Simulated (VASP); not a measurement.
Set up this calculation in VASP 6.6.1, as the native input.

```
Task                   : single point
Functional             : r2SCAN
Potentials or basis    : VASP PAW PBE potentials, release 64 (W_sv, S)
Cutoff                 : 520 eV
k mesh                 : 12 × 12 × 2
Occupations            : gaussian, width 0.02 eV
Spin                   : no spin polarisation
Further INCAR settings : ALGO = Normal; EDIFF = 1e-06
```

The structure of WS2 lies in POSCAR:

```
WS2
1.0
    3.1468500000      0.0000000000      0.0000000000
   -1.5734200000      2.7252500000      0.0000000000
    0.0000000000      0.0000000000     12.6806900000
W S
2 4
Direct
    0.3333300000      0.6666700000      0.2500000000
    0.6666700000      0.3333300000      0.7500000000
    0.3333300000      0.6666700000      0.6263300000
    0.6666700000      0.3333300000      0.1263300000
    0.3333300000      0.6666700000      0.8736700000
    0.6666700000      0.3333300000      0.3736700000
```

The cell is a database's computed one.

These files were run (other wordings do the same):

INCAR

```
SYSTEM = WS2
  ALGO = Normal
  EDIFF = 1E-6
  ENCUT = 520
  ISIF = 2
  ISMEAR = 0
  LASPH = .TRUE.
  LCHARG = .FALSE.
  LMIXTAU = .TRUE.
  LREAL = .FALSE.
  LWAVE = .FALSE.
  METAGGA = R2SCAN
  NELM = 80
  PREC = Accurate
  SIGMA = 0.02
```

KPOINTS

```
k-points
0
G
  12 12 2
  0 0 0
```

Potentials or basis: VASP PAW PBE potentials, release 64 (W_sv, S).

The run is started by

```console
$ cat potpaw_PBE.64/W_sv/POTCAR potpaw_PBE.64/S/POTCAR > POTCAR
$ mpirun -np 1 vasp_std > vasp.out
```

Results of the run:

```
Pressure               : 3.1 GPa
Largest force          : 0.049 eV/Å
Band gap on the k mesh : 1.26 eV, indirect (least direct gap 2.01 eV)
```

Caveat: the PAW data sets were made with another functional, which shifts forces and pressure a little; spin-orbit coupling is left out, which moves the levels of the heavy elements.

Wall time 10 min on 1 thread of Intel(R) Xeon(R) 6975P-C (Granite Rapids), with other jobs on the host, peak memory 0.39 GiB.
